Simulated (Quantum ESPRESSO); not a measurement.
Crystal: KF (Carobbiite).

```
K F
1.0
     0.00000    2.67185    2.67185
     2.67185    0.00000    2.67185
     2.67185    2.67185    0.00000
K F
1 1
Direct
  0.00000 0.00000 0.00000
  0.50000 0.50000 0.50000
```

Base run:

```yaml
Program: Quantum ESPRESSO 7.5
Functional: AM05
Potentials_or_basis: PseudoDojo 0.4.1 SR PBE standard
Cutoff: 1143 eV
Density_cutoff: 4572 eV
k_mesh: 6 × 6 × 6, shifted
Occupations: fermi-dirac, width 0.05 eV
Spin: no spin polarisation
```

Its results: pressure 0.5 GPa; electronic dielectric tensor (diagonal) 1.99.

Problem. After a change of settings the same cell gave: pressure -0.7 GPa; electronic dielectric tensor (diagonal) 2.00. Which change was it?
A. functional from AM05 to PBEsol; potentials or basis from PseudoDojo 0.4.1 SR PBE standard to PseudoDojo 0.4.1 SR PBEsol standard
B. functional from AM05 to LDA; potentials or basis from PseudoDojo 0.4.1 SR PBE standard to PseudoDojo 0.4.1 SR LDA standard
C. functional from AM05 to BLYP

Solution. A.

Caveats: the potentials were made for another functional, which shifts forces and pressure (some runs).

Runs at the PBE level aren't shown here.
